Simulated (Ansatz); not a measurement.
# V (Im-3m) in Ansatz: notebook

Aim: see how the results for V move with the level of theory and the settings. Levels: RPBE+D4, BLYP+D3(BJ), PBE. Tasks: relaxation of cell and atoms, single point.

Program: Ansatz 0.2.0. These are calculated values, not measurements. Logs are shortened: lines on timing, memory, paths and dates and some standing lists are left out, and cuts for length are marked.

## (1) The structure

It takes space group Im-3m (No. 229, cubic). The conventional cell has a = 3.029 Å, b = 3.029 Å, c = 3.029 Å, α = 90.00°, β = 90.00°, γ = 90.00°. V (site symmetry m-3m) is surrounded by 8 V at 2.62 Å.

## (2) Relaxation of cell and atoms, RPBE+D4, collinear spin, ferromagnetic start

Input file input.yaml:

```yaml
crystal:
  lattice:
    - [-1.51435, 1.51435, 1.51435]
    - [1.51435, -1.51435, 1.51435]
    - [1.51435, 1.51435, -1.51435]
  atoms:
    - { symbol: V, position: [0.0, 0.0, 0.0], spin: 2.0 }
hamiltonian:
  xc: rpbe
  pseudopotentials: { kind: paw }
  dispersion: d4
magnetization:
  spin_polarized: true
kpoints:
  mp_grid: { grid: [12, 12, 12] }
scf:
  occupations: { method: fermi_dirac, width: 0.05 }
output:
  forces: true
  stress: true
relax:
  f_tol: 0.01
  max_steps: 40
  cell: { stress_tol: 0.05 }
```

Potentials or basis: Ansatz PAW.

Command:

```sh
$ ansatz run input.yaml --threads 2 --pin off --max-ram 5632MiB --backend cpu --events-out ev --progress --plain --runs-dir out
```

Standard output:

```text
Warning: RAYON_NUM_THREADS=2 ignored (pool sized by the plan → 2); use --threads N
Engine: ansatz 0.2.0, x86_64-unknown-linux-gnu
Pseudopotentials: kind: paw
Pseudopotential: V, paw, valence charge 13, recommended cutoff 420 eV (normal), V.paw.azcp
Functional definition: RPBE
  parameter kappa = 0.804
  parameter beta = 0.06672455060314922
  exchange = rpbe_x(kappa = kappa, mu = beta*pi^2/3)
  correlation = pbe_c(beta = beta)
Crystal: 1 atoms, lattice volume = 13.891 Å³
Basis set: ecut = 420 eV, 249 PW (Γ), exchange–correlation on 36×36×36 points (8 copies of the dense FFT grid, shifted against one another)
Bands: 12, of which v1, the nominal top of the filled ones, is band 7 counted from 1 (6 counted from 0)
Symmetry: 48 space group operations
Space group: Im-3m (ITA 229), of the structure as read, at distance tolerance 2.4e-5 Å
Magnetic group: BNS 229.140 (UNI 1642), of the structure as read, at distance tolerance 2.4e-5 Å
k-points: 72 of 1728
Non-local potential: V, projectors of the file, l = 0: 3, l = 1: 2, l = 2: 3, l = 3: 1
PAW form: soft (Blöchl's): semilocal exchange-correlation on the pseudo side does not see the compensation charge
PAW frozen core: V, regenerated for the run's functional, and the local potential with it (the file was generated under x = pbe(κ = 0.804, μ = 0.2195149727645171), c = pbe(β = 0.06672455060314922))
PAW one-centre angular grid: V, 590 points (default); XC on 64 Gauss nodes
Initial density: superposition of atomic densities (chi_scale 0.1, normalization cell)
Starting moments: Σ|m| = 2 μB on 1 of 1 site
Initial wavefunctions: pseudopotential atomic-orbital guess
Functional: x = rpbe, c = pbe(β = 0.06672455060314922)
SCF iter   1: F=—  HF=-2917.248934 eV  |F-HF|=—  |Δ(HF+E_count)|=         —  Δρ=1.20e-1 (↑1.20e-1 ↓3.84e-2)  dr2=1.34e0  dr2_m=6.81e-1  M=1.099 μB ∫|m|=1.099 μB  β_m=0.30  ethr=3.10e-3  ⟨swp⟩=4.1  Hψ=8027  notcnv=0
Mixer restart at iter 1: flushing history
preconditioner: auto → none  [metal: Δε(μ)=0.038 eV  Ē_g=8.988 eV  σ=0.050 eV  W_gap=0.19  n_scr=0 (ndim 8)  ℏωp=22.3 eV  f_vac=0.000  D(μ)=1.11/eV (n_scr^D=12)]
SCF iter   2: F=—  HF=-2916.710838 eV  |F-HF|=—  |Δ(HF+E_count)|=   5.38e-1  Δρ=5.91e-2 (↑5.91e-2 ↓4.45e-2)  dr2=7.64e-2  dr2_m=3.26e-1  M=1.084 μB ∫|m|=1.084 μB  β_m=0.41  ethr=3.10e-3  ⟨swp⟩=3.0  Hψ=4484  notcnv=0  defer=104
SCF iter   3: F=—  HF=-2917.466618 eV  |F-HF|=—  |Δ(HF+E_count)|=         —  Δρ=8.83e-2 (↑8.83e-2 ↓7.52e-2)  dr2=4.45e-2  dr2_m=8.46e-1  M=0.300 μB ∫|m|=0.300 μB  β_m=1.00  ethr=5.88e-4  ⟨swp⟩=2.1  Hψ=2539  notcnv=0  defer=104
Mixer restart at iter 3: flushing history
SCF iter   4: F=—  HF=-2917.442130 eV  |F-HF|=—  |Δ(HF+E_count)|=   2.45e-2  Δρ=2.92e-2 (↑2.92e-2 ↓2.71e-2)  dr2=3.84e-1  dr2_m=3.03e-4  M=0.280 μB ∫|m|=0.280 μB  β_m=0.41  ethr=3.85e-4  ⟨swp⟩=2.2  Hψ=3387  notcnv=0  defer=104
SCF iter   5: F=—  HF=-2917.397019 eV  |F-HF|=—  |Δ(HF+E_count)|=   4.51e-2  Δρ=5.83e-3 (↑5.83e-3 ↓4.17e-3)  dr2=2.31e-3  dr2_m=1.69e-3  M=0.230 μB ∫|m|=0.230 μB  β_m=0.40  ethr=3.85e-4  ⟨swp⟩=2.4  Hψ=3844  notcnv=0  defer=107
SCF iter   6: F=—  HF=-2917.401353 eV  |F-HF|=—  |Δ(HF+E_count)|=   4.33e-3  Δρ=4.81e-3 (↑3.58e-3 ↓4.81e-3)  dr2=2.09e-3  dr2_m=1.70e-3  M=0.205 μB ∫|m|=0.206 μB  β_m=0.70  ethr=1.78e-5  ⟨swp⟩=3.0  Hψ=3578  notcnv=0  defer=116
SCF iter   7: F=—  HF=-2917.409269 eV  |F-HF|=—  |Δ(HF+E_count)|=   7.92e-3  Δρ=3.15e-3 (↑3.15e-3 ↓2.08e-3)  dr2=1.75e-4  dr2_m=8.33e-4  M=0.125 μB ∫|m|=0.125 μB  β_m=0.85  ethr=1.61e-5  ⟨swp⟩=2.4  Hψ=3103  notcnv=0  defer=132
SCF iter   8: F=—  HF=-2917.409621 eV  |F-HF|=—  |Δ(HF+E_count)|=   3.52e-4  Δρ=1.74e-3 (↑1.74e-3 ↓1.18e-3)  dr2=5.03e-5  dr2_m=2.66e-4  M=0.069 μB ∫|m|=0.069 μB  β_m=0.91  ethr=1.35e-6  ⟨swp⟩=2.0  Hψ=2521  notcnv=0  defer=132
SCF iter   9: F=—  HF=-2917.409715 eV  |F-HF|=—  |Δ(HF+E_count)|=   9.45e-5  Δρ=3.33e-4 (↑3.33e-4 ↓3.24e-4)  dr2=8.06e-8  dr2_m=1.37e-5  M=0.011 μB ∫|m|=0.011 μB  β_m=0.96  ethr=3.87e-7  ⟨swp⟩=2.0  Hψ=2665  notcnv=0  defer=132
SCF iter  10: F=—  HF=-2917.409717 eV  |F-HF|=—  |Δ(HF+E_count)|=   1.71e-6  Δρ=4.57e-5 (↑4.57e-5 ↓4.20e-5)  dr2=5.75e-9  dr2_m=2.40e-7  M=-0.004 μB ∫|m|=0.004 μB  β_m=0.98  ethr=6.20e-10  ⟨swp⟩=3.1  Hψ=3022  notcnv=0  defer=132
SCF iter  11: F=—  HF=-2917.409717 eV  |F-HF|=—  |Δ(HF+E_count)|=   5.03e-7  Δρ=2.56e-5 (↑2.05e-5 ↓2.56e-5)  dr2=4.83e-9  dr2_m=6.69e-8  M=-0.001 μB ∫|m|=0.001 μB  β_m=0.83  ethr=4.43e-11  ⟨swp⟩=2.9  Hψ=2888  notcnv=0  defer=132
[... 53 lines left out ...]
SCF iter   8: F=-2917.426264 eV  HF=-2917.426264 eV  |F-HF|=3.18e-11  |Δ(HF+E_count)|=   2.80e-8  Δρ=3.41e-7 (↑3.41e-7 ↓2.48e-7)  dr2=3.92e-11  dr2_m=7.20e-13  M=0.000 μB ∫|m|=0.000 μB  ethr=8.59e-12  ⟨swp⟩=1.2  Hψ=5034  notcnv=0
the starting moments were not kept: the SCF closed with an absolute magnetisation of 1.1e-5 μB, where they sum to 2 μB in size (1 site). That is at most 0.1 of that sum. Measured as dr2_m measures the in/out step, that magnetisation stands 6.5e-11 eV from none, at or under the dr2_threshold of 1.2e-8 eV: it is no larger than a step whose dr2_m would equal this threshold.
SCF 4 converged in 8 iterations: F = -2917.426264 eV  dr2 = 3.92e-11
relax step   4: F+E_penalty+E_count = -2917.42626432 eV  Δ(F+E_penalty+E_count) = -5.002e-6 eV  max|allowed force component| = 0.000e0 eV/Å  Δτ_max = 0.0000 Å  P = -0.001 GPa  Ω = 13.256 Å³  energy of the carried Pulay correction = +4.969e-4 eV  (8 SCF iters, dr2 threshold 1.15e-8 eV, accepted)
Initial wavefunctions: pseudopotential atomic-orbital guess (no wavefunctions were taken with the density)
iter 1 solved again at ethr=4.12e-8 eV; its pass at ethr=3.10e-3 eV (dr2=5.36e-6 eV) is discarded
SCF iter   1: F=—  HF=-2917.425734 eV  |F-HF|=—  |Δ(HF+E_count)|=         —  Δρ=8.33e-5 (↑8.33e-5 ↓8.33e-5)  dr2=1.81e-6  dr2_m=1.57e-12  M=0.000 μB ∫|m|=0.000 μB  β_m=0.65  ethr=4.12e-8  ⟨swp⟩=2.0  Hψ=12108  notcnv=0
preconditioner: auto → none  [metal: Δε(μ)=0.046 eV  Ē_g=8.724 eV  σ=0.050 eV  W_gap=0.22  n_scr=0 (ndim 8)  ℏωp=22.8 eV  f_vac=0.000  D(μ)=2.21/eV (n_scr^D=42)]
SCF iter   2: F=—  HF=-2917.425731 eV  |F-HF|=—  |Δ(HF+E_count)|=   2.66e-6  Δρ=2.94e-5 (↑2.93e-5 ↓2.94e-5)  dr2=1.39e-7  dr2_m=1.70e-12  M=0.000 μB ∫|m|=0.000 μB  β_m=0.51  ethr=1.40e-8  ⟨swp⟩=1.8  Hψ=1928  notcnv=0
SCF iter   3: F=—  HF=-2917.425732 eV  |F-HF|=—  |Δ(HF+E_count)|=   6.67e-7  Δρ=1.27e-5 (↑1.27e-5 ↓1.27e-5)  dr2=1.52e-8  dr2_m=1.54e-12  M=0.000 μB ∫|m|=0.000 μB  β_m=0.58  ethr=1.07e-9  ⟨swp⟩=2.0  Hψ=2682  notcnv=0
SCF iter   4: F=—  HF=-2917.425732 eV  |F-HF|=—  |Δ(HF+E_count)|=   5.24e-7  Δρ=8.73e-6 (↑8.61e-6 ↓8.73e-6)  dr2=3.48e-8  dr2_m=1.30e-12  M=0.000 μB ∫|m|=0.000 μB  β_m=0.79  ethr=1.17e-10  ⟨swp⟩=2.0  Hψ=2656  notcnv=0
SCF iter   5: F=—  HF=-2917.425732 eV  |F-HF|=—  |Δ(HF+E_count)|=   4.18e-7  Δρ=2.25e-6 (↑2.14e-6 ↓2.25e-6)  dr2=2.32e-9  dr2_m=6.39e-13  M=0.000 μB ∫|m|=0.000 μB  β_m=0.90  ethr=1.17e-10  ⟨swp⟩=2.0  Hψ=2700  notcnv=0
SCF iter   6: F=—  HF=-2917.425732 eV  |F-HF|=—  |Δ(HF+E_count)|=   1.56e-8  Δρ=7.37e-7 (↑6.49e-7 ↓7.37e-7)  dr2=2.32e-10  dr2_m=3.83e-13  M=0.000 μB ∫|m|=0.000 μB  β_m=0.95  ethr=1.79e-11  ⟨swp⟩=2.0  Hψ=2639  notcnv=0
SCF iter   7: F=—  HF=-2917.425732 eV  |F-HF|=—  |Δ(HF+E_count)|=  9.52e-10  Δρ=1.37e-7 (↑1.37e-7 ↓8.64e-8)  dr2=5.91e-12  dr2_m=1.41e-13  M=0.000 μB ∫|m|=0.000 μB  β_m=0.97  ethr=1.79e-12  ⟨swp⟩=2.0  Hψ=2690  notcnv=0
SCF iter   8: F=-2917.425732 eV  HF=-2917.425732 eV  |F-HF|=1.82e-12  |Δ(HF+E_count)|=  1.82e-11  Δρ=7.97e-8 (↑7.97e-8 ↓5.19e-8)  dr2=2.05e-12  dr2_m=4.48e-14  M=0.000 μB ∫|m|=0.000 μB  ethr=1.00e-12  ⟨swp⟩=3.0  Hψ=5354  notcnv=0
the starting moments were not kept: the SCF closed with an absolute magnetisation of 2.7e-6 μB, where they sum to 2 μB in size (1 site). That is at most 0.1 of that sum. Measured as dr2_m measures the in/out step, that magnetisation stands 3.7e-12 eV from none, at or under the dr2_threshold of 1.0e-11 eV: it is no larger than a step whose dr2_m would equal this threshold.
SCF 5 converged in 8 iterations: F = -2917.425732 eV  dr2 = 2.05e-12
relax step   5: F+E_penalty+E_count = -2917.42573249 eV  Δ(F+E_penalty+E_count) = +5.318e-4 eV  max|allowed force component| = 0.000e0 eV/Å  Δτ_max = 0.0000 Å  P = +0.026 GPa  Ω = 13.256 Å³  stress off target by 2.58e-2 GPa  SCF on the basis re-selected at this cell (its energy is not comparable with the rows above)  (8 SCF iters)
basis re-selected at this cell: Δ(F+E_penalty+E_count) = +5.318e-4 eV, ΔP = +0.026 GPa vs the last step (what re-selecting the basis moved, of the pressure what is left beyond the Pulay correction that the steps carried, after the strain that the cell walked since its last selection, with what the two solves' SCF thresholds leave and, on support functions, any second-order correction that the steps lacked; it is no measure of the basis error at this ecutwfc). This SCF's stress stands 2.58e-2 GPa from its target on what of the cell is left free (relax.cell.stress_tol is 5.00e-2 GPa) and its largest allowed force component is 0.00e0 eV/Å (relax.f_tol is 1.00e-2 eV/Å): within both
SCF converged after 8 iterations
Magnetization: 0.0000 μB (6.5000 up, 6.5000 down)
Absolute magnetization: 0.0000 μB (∫|ρ↑−ρ↓|, with the PAW one-centre terms)
Spin contamination: 0.0000 ħ² per cell (⟨S²⟩ above its minimum at these occupations)
Per-site moments (μB) at R_I (Å): [(2.1323822530582725e-6, 1.0652031930476336)]
Free energy (F): -2917.425732 eV
Harris-Foulkes:  -2917.425732 eV  (|F-HF|=1.82e-12)
Internal energy: -2917.408080 eV  (E = F + TS)
E sigma→0 (E₀):  -2917.416906 eV
Entropy (-TS):   -0.017653 eV (-17.653 meV/atom)
Fermi energy:    16.943775 eV
--- Per-component energies (eV) ---
  E_band       = -139.502769
  E_kinetic    = 336.995695
  E_local      = -881.347985  (includes V_loc(G=0)·N_el)
  E_nonlocal   = -46.678664
  E_hartree    = 407.340727
  E_xc         = -130.890709
  E_vxc        = -165.686606  (∫ρ·V_xc dr)
  E_paw        = -1117.116104  (= ΣΔE_a)
  E_vpaw       = -197.466982  (= ΣTr[D̂ρ^β])
  E_aug_tail   = 0.000263  (compensation charges beyond the density's cutoff)
  E_ewald      = -1485.048199
  E_disp       = -0.611253  (pairwise vdW)
  E_core_change = -0.051851  (= ΣΔE_core)
  E_smearing   = -0.017653  (= −TS)
  E_closure    = -0.000000  (closes the sum)
  Σ components = -2917.425732   (vs F -2917.425732, Δ=0.00e0)
--- Forces (eV/Å), atoms counted from 1 ---
  atom   1  V     -0.00000000    -0.00000000    -0.00000000
  max |Σ_I F_I| component: 3.70e-32 eV/Å
--- Stress (GPa, compression-positive) ---
        0.025792      -0.000000      -0.000000
       -0.000000       0.025792       0.000000
       -0.000000      -0.000000       0.025792
  P = ⅓ Tr σ = 0.0258 GPa (0.258 kbar)
--- Relaxed structure (4 steps of the walk, 4 accepted, 1 SCFs on fresh bases) ---
  F+E_penalty+E_count = -2917.42573249 eV   max|allowed force component| = 0.000e0 eV/Å   (the final SCF, on the basis selected at the relaxed cell)
  cell:  # Å, volume = 13.2557 Å³
    - [-1.4908978187823032, 1.4908978187823032, 1.4908978187823032]
    - [1.4908978187823032, -1.4908978187823032, 1.4908978187823032]
    - [1.4908978187823032, 1.4908978187823032, -1.4908978187823032]
  atoms:
    - { symbol: V, position: [0.0, 0.0, 0.0] }
```

Wall time 9.8 s (2 threads of Intel Xeon at 2.70GHz, shared host); peak memory 0.32 GiB.

Results:

```yaml
Free_energy: -2917.4257 eV
Relaxed_volume: 13.26 Å³/atom
Relaxed_cell: a = 2.582 Å, b = 2.582 Å, c = 2.582 Å, α = 109.47°, β = 109.47°, γ = 109.47°
Space_group_after_relaxing_to_0.05_Å: Im-3m (No. 229)
Energy_gained_by_relaxing: 16.0 meV/atom
Ionic_steps: 5
Pressure_after_relaxing: 0.0 GPa
Net_moment: 0.00 μB per cell
Absolute_moment: 0.00 μB per cell
```

The path:
| step | energy change (eV) | largest force (eV/Å) | volume (Å³) |
| --- | --- | --- | --- |
| 1 | 0.0000 | 0.0000 | 13.89 |
| 2 | -0.0163 | 0.0000 | 13.17 |
| 3 | -0.0165 | 0.0000 | 13.26 |
| 4 | -0.0165 | 0.0000 | 13.26 |
| 5 | -0.0160 | 0.0000 | 13.26 |

Final structure:
```
V
1.0
    -1.49090    1.49090    1.49090
     1.49090   -1.49090    1.49090
     1.49090    1.49090   -1.49090
V
1
Cartesian
  0.0000 0.0000 0.0000
```

Caveat: the plane-wave basis is chosen anew once the cell has moved, so the energies of steps on either side of that aren't comparable; the PAW data sets come from PBE, with cores solved anew for the run's functional, which leaves a small shift of forces and pressure; the starting moments weren't kept.

## (3) Relaxation of cell and atoms, BLYP+D3(BJ), collinear spin, ferromagnetic start

input.yaml, as its differences from that of step 2:

```diff
@@ -8,5 +8,5 @@
 hamiltonian:
-  xc: rpbe
+  xc: blyp
   pseudopotentials: { kind: paw }
-  dispersion: d4
+  dispersion: d3bj
 magnetization:
```

Potentials or basis: Ansatz PAW.

Command:

```sh
$ ansatz run input.yaml --threads 2 --pin off --max-ram 5632MiB --backend cpu --events-out ev --progress --plain --runs-dir out
```

Wall time 8.4 s (2 threads of Intel Xeon at 2.70GHz, shared host); peak memory 0.34 GiB.

It converged, with:

- Free energy: -2920.5798 eV
- Relaxed volume: 12.32 Å³/atom
- Relaxed cell: a = 2.520 Å, b = 2.520 Å, c = 2.520 Å, α = 109.47°, β = 109.47°, γ = 109.47°
- Space group after relaxing (to 0.05 Å): Im-3m (No. 229)
- Energy gained by relaxing: 106.1 meV/atom
- Ionic steps: 5
- Pressure after relaxing: 0.0 GPa
- Net moment: 0.00 μB per cell
- Absolute moment: 0.00 μB per cell

The path:
```csv
step,energy change (eV),largest force (eV/Å),volume (Å³)
1,0.0000,0.0000,13.89
2,-0.1049,0.0000,12.14
3,-0.1063,0.0000,12.35
4,-0.1064,0.0000,12.32
5,-0.1061,0.0000,12.32
```

Final structure:
```
V
1.0
    -1.45482    1.45482    1.45482
     1.45482   -1.45482    1.45482
     1.45482    1.45482   -1.45482
V
1
Direct
  0.00000 0.00000 0.00000
```

Caveat: the plane-wave basis is chosen anew once the cell has moved, so the energies of steps on either side of that aren't comparable; the volume moved by -11 % from the deposited cell, more than functionals usually miss; the PAW data sets come from PBE, with cores solved anew for the run's functional, which leaves a small shift of forces and pressure; the starting moments weren't kept.

## (4) Single point, PBE, collinear spin, ferromagnetic start

Input file input.yaml:

```yaml
crystal:
  lattice:
    - [-1.51435, 1.51435, 1.51435]
    - [1.51435, -1.51435, 1.51435]
    - [1.51435, 1.51435, -1.51435]
  atoms:
    - { symbol: V, position: [0.0, 0.0, 0.0], spin: 2.0 }
hamiltonian:
  xc: pbe
  pseudopotentials: { kind: paw }
magnetization:
  spin_polarized: true
kpoints:
  mp_grid: { grid: [12, 12, 12] }
scf:
  occupations: { method: gaussian, width: 0.013 }
output:
  forces: true
  stress: true
  eigenvalues: true
  write_density: true
  write_potential: true
  elf: true
  volumetric_format: npy
```

Command:

```sh
$ ansatz run input.yaml --threads 2 --pin off --max-ram 5632MiB --backend cpu --events-out ev --progress --plain --runs-dir out
```

Run time: 2.9 s. Hardware: 2 threads of Intel Xeon at 2.70GHz, shared host; peak memory 0.32 GiB.

The run converged. Its results:

| Item | Value |
| --- | --- |
| Free energy | -2912.3965 eV |
| Pressure | -5.2 GPa |
| Band gap on the k mesh | none (metal or under the smearing width) |
| Net moment | -0.12 μB per cell |
| Absolute moment | 0.12 μB per cell |
| Site moments | V -0.10 μB |

Levels at points of the mesh, in eV from the Fermi level:
Spin up:
| k point | band 2 | band 3 | band 4 | band 5 | band 6 | band 7 | band 8 | band 9 | band 10 | band 11 |
| --- | --- | --- | --- | --- | --- | --- | --- | --- | --- | --- |
| (0.00, 0.00, 0.00) | -37.00 | -37.00 | -37.00 | -6.45 | 0.50 | 0.50 | 0.50 | 2.41 | 2.41 | 20.36 |
| (0.00, 0.00, -0.50) | -37.81 | -37.25 | -37.00 | -3.00 | -0.98 | 1.60 | 2.41 | 2.75 | 4.05 | 9.87 |
| (-0.50, -0.50, -0.50) | -37.56 | -37.56 | -37.56 | -2.79 | -2.79 | 3.68 | 3.68 | 3.68 | 10.01 | 10.01 |
Spin down:
| k point | band 3 | band 4 | band 5 | band 6 | band 7 | band 8 | band 9 | band 10 |
| --- | --- | --- | --- | --- | --- | --- | --- | --- |
| (0.00, 0.00, 0.00) | -37.09 | -37.09 | -6.51 | 0.38 | 0.38 | 0.38 | 2.35 | 2.35 |
| (0.00, 0.00, -0.50) | -37.35 | -37.10 | -3.08 | -1.09 | 1.54 | 2.33 | 2.69 | 3.94 |
| (-0.50, -0.50, -0.50) | -37.65 | -37.65 | -2.85 | -2.85 | 3.56 | 3.56 | 3.56 | 9.92 |

Caveat: the starting moments weren't kept.

## (5) Single point, PBE, collinear spin, ferromagnetic start

input.yaml, as its differences from that of step 4:

```diff
@@ -15,3 +15,3 @@
 scf:
-  occupations: { method: gaussian, width: 0.013 }
+  occupations: { method: gaussian, width: 0.014 }
 output:
@@ -20,5 +20 @@
   eigenvalues: true
-  write_density: true
-  write_potential: true
-  elf: true
-  volumetric_format: npy
```

Command:

```sh
$ ansatz run input.yaml --threads 2 --pin off --max-ram 5632MiB --backend cpu --events-out ev --progress --plain --runs-dir out
```

Run time: 2.6 s. Hardware: 2 threads of Intel Xeon at 2.70GHz, shared host; peak memory 0.32 GiB.

It converged, with:

```
Free energy            : -2912.3965 eV
Pressure               : -5.2 GPa
Band gap on the k mesh : none (metal or under the smearing width)
Net moment             : -0.12 μB per cell
Absolute moment        : 0.12 μB per cell
Site moments           : V -0.10 μB
```

Levels at points of the mesh, in eV from the Fermi level:
Spin up:
| k point | band 2 | band 3 | band 4 | band 5 | band 6 | band 7 | band 8 | band 9 | band 10 | band 11 |
| --- | --- | --- | --- | --- | --- | --- | --- | --- | --- | --- |
| (0.00, 0.00, 0.00) | -37.00 | -37.00 | -37.00 | -6.45 | 0.50 | 0.50 | 0.50 | 2.41 | 2.41 | 20.36 |
| (0.00, 0.00, -0.50) | -37.82 | -37.25 | -37.00 | -3.00 | -0.98 | 1.60 | 2.41 | 2.75 | 4.05 | 9.87 |
| (-0.50, -0.50, -0.50) | -37.56 | -37.56 | -37.56 | -2.79 | -2.79 | 3.68 | 3.68 | 3.68 | 10.00 | 10.00 |
Spin down:
```
              k point  band 2  band 3  band 4  band 5  band 6  band 7  band 8  band 9  band 10  band 11
   (0.00, 0.00, 0.00)  -37.09  -37.09  -37.09   -6.51    0.38    0.38    0.38    2.35     2.35    20.31
  (0.00, 0.00, -0.50)  -37.91  -37.35  -37.10   -3.08   -1.09    1.54    2.33    2.69     3.94     9.78
(-0.50, -0.50, -0.50)  -37.66  -37.66  -37.66   -2.85   -2.85    3.56    3.56    3.56     9.92     9.92
```

Caveat: the starting moments weren't kept.

## (6) The runs side by side

| task | level | cell | smearing | gap on the mesh (eV) | pressure (GPa) | moment (μB) | relaxed volume (Å³/atom) |
| --- | --- | --- | --- | --- | --- | --- | --- |
| relaxation of cell and atoms | RPBE+D4 | relaxed | fermi-dirac 0.05 eV | - | 0.0 | 0.00 | 13.26 |
| relaxation of cell and atoms | BLYP+D3(BJ) | relaxed | fermi-dirac 0.05 eV | - | 0.0 | 0.00 | 12.32 |
| single point | PBE | as given | gaussian 0.013 eV | none | -5.2 | 0.12 | - |
| single point | PBE | as given | gaussian 0.014 eV | none | -5.2 | 0.12 | - |

Alike in all rows: potentials or basis Ansatz PAW; spin collinear, ferromagnetic start; k mesh 12 × 12 × 12; cutoff (eV) 420.

Caveats: the starting moments weren't kept; the plane-wave basis is chosen anew once the cell has moved, so the energies of steps on either side of that aren't comparable (some runs); the PAW data sets come from PBE, with cores solved anew for the run's functional, which leaves a small shift of forces and pressure (some runs); the volume moved by -11 % from the deposited cell, more than functionals usually miss (some runs).

Total energies depend on the potentials used, so only differences within one code and one set of settings carry meaning.
